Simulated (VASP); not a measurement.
# Sc3Al5N8 (Cm) in VASP: notebook, part 2 of 2

VASP 6.6.1.

## (3) Relaxation of cell and atoms, PBEsol

Contents of INCAR:

```
PREC     = Accurate       # precision mode
ENCUT    = 520            # plane-wave cutoff, eV
EDIFF    = 1E-6           # SCF threshold, eV
ISMEAR   = 0              # smearing method
SIGMA    = 0.03           # smearing width, eV
LREAL    = False          # projectors in reciprocal space
LASPH    = True           # aspherical terms in the spheres
NELM     = 80             # most SCF steps
ALGO     = Fast           # electronic algorithm
ISIF     = 3              # what is computed and relaxed
LWAVE    = False          # write WAVECAR
LCHARG   = False          # write CHGCAR
GGA      = PS             # functional
IBRION   = 2              # ionic algorithm
NSW      = 40             # ionic steps
EDIFFG   = -0.02          # ionic threshold
```

Contents of KPOINTS:

```
Automatic mesh
0
Gamma
  4 4 5
```

Contents of POSCAR:

```
Sc3Al5N8
1.0
    6.4490000000      0.0000000000      0.0000000000
   -3.2245000000      5.5849978290      0.0000000000
    0.0000000000      0.0000000000      4.9445000000
Sc Al N
3 5 8
Direct
    0.1666666667      0.3333333333      0.0000000000
    0.8333333333      0.1666666667      0.5000000000
    0.8333333333      0.6666666667      0.5000000000
    0.1666666667      0.8333333333      0.0000000000
    0.6666666667      0.3333333333      0.0000000000
    0.6666666667      0.8333333333      0.0000000000
    0.3333333333      0.1666666667      0.5000000000
    0.3333333333      0.6666666667      0.5000000000
    0.1666666667      0.3333333333      0.3820000000
    0.1666666667      0.8333333333      0.3820000000
    0.6666666667      0.3333333333      0.3820000000
    0.6666666667      0.8333333333      0.3820000000
    0.3333333333      0.1666666667      0.8820000000
    0.3333333333      0.6666666667      0.8820000000
    0.8333333333      0.1666666667      0.8820000000
    0.8333333333      0.6666666667      0.8820000000
```

Potentials or basis: VASP PAW PBE potentials, release 64 (Sc_sv, Al, N).

Started as:

```bash
$ cat potpaw_PBE.64/Sc_sv/POTCAR potpaw_PBE.64/Al/POTCAR potpaw_PBE.64/N/POTCAR > POTCAR
$ mpirun -np 1 vasp_std > vasp.out
```

OUTCAR:

```text
PREC = Accurate
   ENCUT = 520
   EDIFF = 1E-6
   ISMEAR = 0
   LREAL = False
   LASPH = True
   NELM = 80
   ISIF = 3
   GGA = PS
   IBRION = 2
   NSW = 40
   EDIFFG = -0.02

 ion  position               nearest neighbor table
   1  0.167  0.333  0.000-   9 1.89  13 1.95  14 1.95  15 1.95   7 3.09   7 3.09   8 3.09   8 3.09
                             2 3.09   2 3.09   6 3.22   4 3.22   4 3.22   6 3.22   5 3.22   5 3.22
   2  0.833  0.167  0.500-  15 1.89  11 1.95  12 1.95   9 1.95   5 3.09   5 3.09   6 3.09   6 3.09
                             1 3.09   1 3.09   8 3.22   3 3.22   3 3.22   8 3.22   7 3.22   7 3.22
   3  0.833  0.667  0.500-  16 1.89  12 1.95  11 1.95  10 1.95   6 3.09   6 3.09   5 3.09   5 3.09
                             4 3.09   4 3.09   7 3.22   2 3.22   2 3.22   7 3.22   8 3.22   8 3.22
   4  0.167  0.833  0.000-  10 1.89  14 1.95  13 1.95  16 1.95   8 3.09   8 3.09   7 3.09   7 3.09
                             3 3.09   3 3.09   5 3.22   1 3.22   1 3.22   5 3.22   6 3.22   6 3.22
   5  0.667  0.333  0.000-  11 1.89  15 1.95  16 1.95  13 1.95   2 3.09   2 3.09   3 3.09   3 3.09
                             7 3.09   7 3.09   4 3.22   6 3.22   6 3.22   4 3.22   1 3.22   1 3.22
   6  0.667  0.833  0.000-  12 1.89  16 1.95  15 1.95  14 1.95   3 3.09   3 3.09   2 3.09   2 3.09
                             8 3.09   8 3.09   1 3.22   5 3.22   5 3.22   1 3.22   4 3.22   4 3.22
   7  0.333  0.167  0.500-  13 1.89   9 1.95  10 1.95  11 1.95   1 3.09   1 3.09   4 3.09   4 3.09
                             5 3.09   5 3.09   8 3.22   3 3.22   8 3.22   3 3.22   2 3.22   2 3.22
   8  0.333  0.667  0.500-  14 1.89  10 1.95   9 1.95  12 1.95   4 3.09   4 3.09   1 3.09   1 3.09
                             6 3.09   6 3.09   7 3.22   2 3.22   7 3.22   2 3.22   3 3.22   3 3.22
   9  0.167  0.333  0.382-   1 1.89   7 1.95   8 1.95   2 1.95
  10  0.167  0.833  0.382-   4 1.89   8 1.95   7 1.95   3 1.95
  11  0.667  0.333  0.382-   5 1.89   2 1.95   3 1.95   7 1.95
  12  0.667  0.833  0.382-   6 1.89   3 1.95   2 1.95   8 1.95
  13  0.333  0.167  0.882-   7 1.89   1 1.95   4 1.95   5 1.95
  14  0.333  0.667  0.882-   8 1.89   4 1.95   1 1.95   6 1.95
  15  0.833  0.167  0.882-   2 1.89   5 1.95   6 1.95   1 1.95
  16  0.833  0.667  0.882-   3 1.89   6 1.95   5 1.95   4 1.95

  LATTYP: Found a hexagonal cell.
 ALAT       =     6.4490000000
 C/A-ratio  =     0.7667080167

  Lattice vectors:

 A1 = (   6.4490000000,   0.0000000000,   0.0000000000)
 A2 = (  -3.2245000000,   5.5849978290,   0.0000000000)
 A3 = (   0.0000000000,   0.0000000000,   4.9445000000)

Analysis of symmetry for initial positions (statically):
=====================================================================
 Subroutine PRICEL returns:
 Original cell was already a primitive cell.

 Routine SETGRP: Setting up the symmetry group for a
 hexagonal supercell.

 Subroutine GETGRP returns: Found  2 space group operations
 (whereof  1 operations were pure point group operations)
 out of a pool of 24 trial point group operations.

The static configuration has the point symmetry C_1 .
 The point group associated with its full space group is C_1h.

Analysis of symmetry for dynamics (positions and initial velocities):
=====================================================================
 Subroutine PRICEL returns:
 Original cell was already a primitive cell.

 Routine SETGRP: Setting up the symmetry group for a
 hexagonal supercell.

 Subroutine GETGRP returns: Found  2 space group operations
 (whereof  1 operations were pure point group operations)
 out of a pool of 24 trial point group operations.

The dynamic configuration has the point symmetry C_1 .
 The point group associated with its full space group is C_1h.

 Subroutine INISYM returns: Found  2 space group operations
 (whereof  1 operations are pure point group operations),
[... 129 lines left out ...]
   NFREE  =      1    steps in history (QN), initial steepest desc. (CG)
   ISIF   =      3    stress and relaxation
   ISYM   =      2    0-nonsym 1-usesym 2-fastsym
   POTIM  = 0.5000    time-step for ionic-motion
   TEBEG  =    0.0;   TEEND  =   0.0 temperature during run
   PSTRESS=    0.0 pullay stress
   NELECT =      88.0000    total number of electrons
   NUPDOWN=      -1.0000    fix difference up-down
   EMIN   =  10.00;   EMAX   =-10.00  energy-range for DOS
   EFERMI =   0.00;   METHOD = LEGACY
   ISMEAR =     0;   SIGMA  =   0.03  broadening in eV -4-tet -1-fermi 0-gaus
   EFERMI_NEDOS =   21; number of points for ismear=-14 and -15
   IALGO  =     68    algorithm
   IMIX   =      4    mixing-type and parameters
     AMIX     =   0.40;   BMIX     =  1.00
     AMIX_MAG =   1.60;   BMIX_MAG =  1.00
  volume/ion in A,a.u.               =      11.13        75.11
  Fermi-wavevector in a.u.,A,eV,Ry     =   1.294265  2.445806 22.791409  1.675121
  Thomas-Fermi vector in A             =   2.425858
   LORBIT       =      0    0 simple, 1 ext, 2 COOP (PROOUT), +10 PAW based schemes
   GGA     = PS    functional components
   LHFCALC =     F    Hartree Fock is set to
   AEXX    =    0.0000 exact exchange contribution
   IVDW    =     0    specifies the selected vdW correction
   LEPSILON=     F    determine dielectric tensor
   LRPA    =     F    only Hartree local field effects (RPA)
 conjugate gradient relaxation of ions
 non-spin polarized calculation
 RMM-DIIS sequential band-by-band and
 Gauss-broadening in eV      SIGMA  =   0.03
  energy-cutoff  :      520.00
  volume of cell :      178.09
 maximum number of plane-waves:      4812
   NGX = 23   NGY = 23   NGZ = 19

--------------------------------------- Ionic step        1  -------------------------------------------

 number of electron      88.0000007 magnetization

 Free energy of the ion-electron system (eV)
  ---------------------------------------------------
  ext. energy  EPLUGINS =         0.00000000
  ---------------------------------------------------
  free energy    TOTEN  =      -130.95269903 eV

  energy without entropy =     -130.95269903  energy(sigma->0) =     -130.95269903

------------------------ aborting loop because EDIFF is reached ----------------------------------------

  FORCE on cell =-STRESS in cart. coord.  units (eV):
  Direction    XX          YY          ZZ          XY          YZ          ZX
  --------------------------------------------------------------------------------------
  -------------------------------------------------------------------------------------
  Total       13.2846207     12.9279112     24.1828502      0.3089196     -0.0427408     -0.0740298
  in kB      119.5148789    116.3057468    217.5606266      2.7791899     -0.3845171     -0.6660082
  external PRESSURE =     151.1270841 kB  Pullay stress =       0.0000000 kB
[... 131 lines left out ...]
  FREE ENERGIE OF THE ION-ELECTRON SYSTEM (eV)
  ---------------------------------------------------
  free  energy   TOTEN  =      -133.0710005331 eV

  energy  without entropy=     -133.0710005331  energy(sigma->0) =     -133.07100053

[... ionic steps 4 to 14 ...]

--------------------------------------- Ionic step       15  -------------------------------------------

 number of electron      88.0000003 magnetization

------------------------ aborting loop because EDIFF is reached ----------------------------------------
[... 95 lines left out ...]
--------------------------------------- Ionic step       17  -------------------------------------------

 number of electron      88.0000002 magnetization

 Free energy of the ion-electron system (eV)
  ---------------------------------------------------
  ext. energy  EPLUGINS =         0.00000000
  ---------------------------------------------------
  free energy    TOTEN  =      -133.38718152 eV

  energy without entropy =     -133.38718152  energy(sigma->0) =     -133.38718152

 E-fermi :   4.8926     XC(G=0): -11.0125

 val. band max:        4.6530441792   @ k =   0.0000   0.0000   0.0000
 cond. band min:       8.0735484841   @ k =   0.0000   0.0000   0.0000
 fundamental gap:      3.4205043049
 Fermi energy:         4.8925613942

 k-point     1 :       0.0000    0.0000    0.0000
  band No.  band energies     occupation
      1     -42.1331      2.00000
      2     -42.0388      2.00000
      3     -41.9947      2.00000
      4     -21.1268      2.00000
      5     -21.0399      2.00000
      6     -21.0099      2.00000
[... 1333 lines left out ...]
     52       9.7426      0.00000
     53      10.0737      0.00000

 [... further k-points ...]

------------------------ aborting loop because EDIFF is reached ----------------------------------------

  FORCE on cell =-STRESS in cart. coord.  units (eV):
  Direction    XX          YY          ZZ          XY          YZ          ZX
  --------------------------------------------------------------------------------------
  -------------------------------------------------------------------------------------
  Total       -0.0485140     -0.0488395     -0.0822810      0.0002818     -0.0140852     -0.0243953
  in kB       -0.4148090     -0.4175917     -0.7035262      0.0024099     -0.1204324     -0.2085865
  external PRESSURE =      -0.5119756 kB  Pullay stress =       0.0000000 kB
[... 31 lines left out ...]
  FREE ENERGIE OF THE ION-ELECTRON SYSTEM (eV)
  ---------------------------------------------------
  free  energy   TOTEN  =      -133.3871815222 eV

  energy  without entropy=     -133.3871815222  energy(sigma->0) =     -133.38718152

 reached required accuracy - stopping structural energy minimisation
```

Wall time 42 min (1 thread of Intel Xeon Platinum 8488C (Sapphire Rapids), shared host); peak memory 0.46 GiB.

What came out:

```
Free energy                            : -133.3872 eV
Relaxed volume                         : 11.71 Å³/atom
Relaxed cell                           : a = 6.601 Å, b = 6.549 Å, c = 4.992 Å, α = 90.00°, β = 90.16°, γ = 119.74°
Space group after relaxing (to 0.05 Å) : Cm (No. 8)
Energy gained by relaxing              : 152.2 meV/atom
Ionic steps                            : 17
Pressure after relaxing                : -0.1 GPa
Largest force after relaxing           : 0.011 eV/Å
Band gap on the k mesh                 : 3.42 eV, direct
```

Forces in eV/Å, atoms in the order of the input:
```
Sc  -0.008 -0.004 -0.006
Sc   0.000  0.000 -0.005
Sc   0.001  0.001  0.006
Al   0.000  0.000  0.006
Al  -0.001  0.000 -0.005
Al   0.000 -0.001 -0.005
Al   0.004  0.010  0.001
Al   0.011 -0.001  0.001
N    0.003  0.002 -0.001
N   -0.003 -0.002  0.002
N   -0.005  0.003  0.000
N    0.000 -0.006  0.000
N   -0.005  0.004  0.002
N    0.001 -0.006  0.002
N   -0.006 -0.003 -0.002
N    0.007  0.004  0.004
```

The path:
| step | energy change (eV) | largest force (eV/Å) | pressure (GPa) | volume (Å³) |
| --- | --- | --- | --- | --- |
| 1 | 0.0000 | 4.3026 | 15.11 | 178.09 |
| 2 | -1.2311 | 1.0507 | -14.00 | 206.47 |
| 3 | -2.1183 | 0.8987 | -4.86 | 193.84 |
| 4 | -2.1191 | 0.9367 | -4.53 | 193.51 |
| 5 | -2.3955 | 0.3436 | 0.86 | 187.01 |
| 6 | -2.3960 | 0.3199 | 0.64 | 187.25 |
| 7 | -2.4170 | 0.1876 | -0.08 | 187.91 |
| 8 | -2.4179 | 0.1669 | -0.25 | 188.07 |
| 9 | -2.4258 | 0.0825 | -0.10 | 187.80 |
| 10 | -2.4275 | 0.1051 | 0.01 | 187.61 |
| 11 | -2.4321 | 0.0807 | 0.02 | 187.45 |
| 12 | -2.4322 | 0.0807 | 0.02 | 187.42 |
| 13 | -2.4338 | 0.0474 | -0.02 | 187.40 |
| 14 | -2.4339 | 0.0523 | -0.03 | 187.39 |
| 15 | -2.4343 | 0.0272 | 0.03 | 187.32 |
| 16 | -2.4343 | 0.0238 | 0.04 | 187.30 |
| 17 | -2.4345 | 0.0111 | -0.05 | 187.38 |

Final structure:
```
Sc Al N
1.0
     6.60106    0.02996   -0.00878
    -3.27459    5.67175    0.00000
    -0.00697   -0.00403    4.99187
Sc Al N
3 5 8
Direct
  0.17513 0.33757 0.98458
  0.82404 0.16202 0.48554
  0.83368 0.66684 0.48106
  0.17713 0.83857 0.99672
  0.65988 0.32838 0.99772
  0.65988 0.83150 0.99772
  0.33536 0.16285 0.49731
  0.33536 0.67251 0.49731
  0.18305 0.34152 0.41266
  0.18702 0.84351 0.37753
  0.64238 0.32351 0.37476
  0.64238 0.81886 0.37476
  0.34488 0.15607 0.87690
  0.34488 0.68882 0.87690
  0.81853 0.15926 0.91205
  0.83643 0.66821 0.91247
```

Levels at points of the mesh, in eV from the valence-band top:
| k point | band 42 | band 43 | band 44 | band 45 | band 46 | band 47 |
| --- | --- | --- | --- | --- | --- | --- |
| (0.00, 0.00, 0.00) | -0.45 | -0.05 | 0.00 | 3.42 | 3.54 | 3.73 |
| (0.50, 0.00, 0.00) | -0.27 | -0.21 | -0.06 | 3.55 | 3.78 | 4.18 |
| (0.00, 0.50, 0.00) | -0.35 | -0.16 | -0.05 | 3.65 | 3.95 | 4.02 |

Caveat: the PAW data sets were made with another functional, which shifts forces and pressure a little; an odd mesh through Γ misses points on the zone boundary, where band edges often lie.
